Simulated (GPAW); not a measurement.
Set up this calculation in GPAW 26.7.0, as an ASE script.

| Quantity | Value |
| --- | --- |
| Task | band structure |
| Functional | PW91 |
| Potentials or basis | PAW data sets generated in the run's folder for this functional |
| Cutoff | 600 eV |
| Basis | pw |
| k mesh | 8 × 8 × 8 |
| Occupations | fermi-dirac, width 0.05 eV |
| Spin | no spin polarisation |
| Maxiter | 150 |
| Band path | GXWKGLUWLK,UX |
| Band points | 80 |

The structure of Al2Au lies in POSCAR:

```
Al2Au
1.0
    0.0000000000      3.0000000000      3.0000000000
    3.0000000000      0.0000000000      3.0000000000
    3.0000000000      3.0000000000      0.0000000000
Au Al
1 2
Direct
    0.0000000000      0.0000000000      0.0000000000
    0.7500000000      0.7500000000      0.7500000000
    0.2500000000      0.2500000000      0.2500000000
```

These files were run (other wordings do the same):

run.py

```python
from ase.dft.bandgap import bandgap
from ase.io import read, write
from ase.units import GPa
from gpaw import GPAW, PW, setup_paths

setup_paths.insert(0, '.')

atoms = read('POSCAR')

calc = GPAW(mode=PW(600),
            xc='GGA_X_PW91+GGA_C_PW91',
            kpts={'size': (8, 8, 8), 'gamma': True},
            occupations={'name': 'fermi-dirac', 'width': 0.05},
            nbands=20,
            convergence={'density': 1e-05, 'energy': 1e-05},
            maxiter=150,
            txt='gpaw.txt')
atoms.calc = calc
energy = atoms.get_potential_energy()
forces = atoms.get_forces()
stress = atoms.get_stress()
calc.write('gs.gpw')
write('result.traj', atoms)
print(f'Energy: {energy:.6f} eV')
print('Forces (eV/A):')
print(forces.round(4))
print('Stress (GPa):', (stress / GPa).round(3))
print('Fermi level:', round(calc.get_fermi_level(), 4), 'eV')
print(f'Gap: {bandgap(calc)[0]:.4f} eV, direct: {bandgap(calc, direct=True)[0]:.4f} eV')

path = atoms.cell.bandpath('GXWKGLUWLK,UX', npoints=80, eps=1e-4)
bs_calc = calc.fixed_density(kpts=path, symmetry='off', nbands=33,
                             convergence={'bands': 'CBM+6.0', 'eigenstates': 1e-6}, txt='bands.txt')
bs = bs_calc.band_structure()
bs.write('bs.json')
print(f'Gap on the path: {bandgap(bs_calc)[0]:.4f} eV')
```

Potentials or basis: PAW data sets generated in the run's folder for this functional, pw.

The run is started by

```console
$ gpaw-setup -f GGA_X_PW91+GGA_C_PW91 Al Au
$ OMP_NUM_THREADS=1 python run.py
```

Results of the run:

The pressure is 3.5 GPa and the band gap along the path is none (metal or under the smearing width).

Caveat: with this Au data set, volumes or pressures lay over 1.5 % or 2 GPa off other programs in two to four cells of ten; spin-orbit coupling is left out, which moves the levels of the heavy elements.

Run time: 74 s on 1 thread of Arm Neoverse V1, on a shared host, peak memory 0.29 GiB.
